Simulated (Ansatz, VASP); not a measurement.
# Ca: VASP beside Ansatz

```
CELL_PARAMETERS angstrom
-2.19049 2.19049 2.19049
2.19049 -2.19049 2.19049
2.19049 2.19049 -2.19049
ATOMIC_POSITIONS crystal
Ca 0.00000 0.00000 0.00000
```

This isn't the form of Ca at room conditions, which is fcc.

Alike in both runs: functional PBE; k mesh 14 × 14 × 14; occupations gaussian, width 0.1 eV; no spin polarisation.

Ansatz relaxed the structure, and its values are those at the end. VASP's run is a single point on that final structure, the one shown.

```csv
,VASP,Ansatz
version,VASP 6.6.1,Ansatz 0.2.0
potentials or method,"VASP PAW PBE potentials, release 64 (Ca_sv)","scalar-relativistic, plane waves, PAW"
plane-wave cutoff (eV),520,420
valence electrons in the cell,10,10
```

```csv
,VASP,Ansatz,Ansatz less VASP
gap on the k mesh at the Fermi level (eV),none,none,-
pressure (GPa),0.1,0.0,-0.03
```

A gap of «none» marks a metal or a gap that the smearing closes.
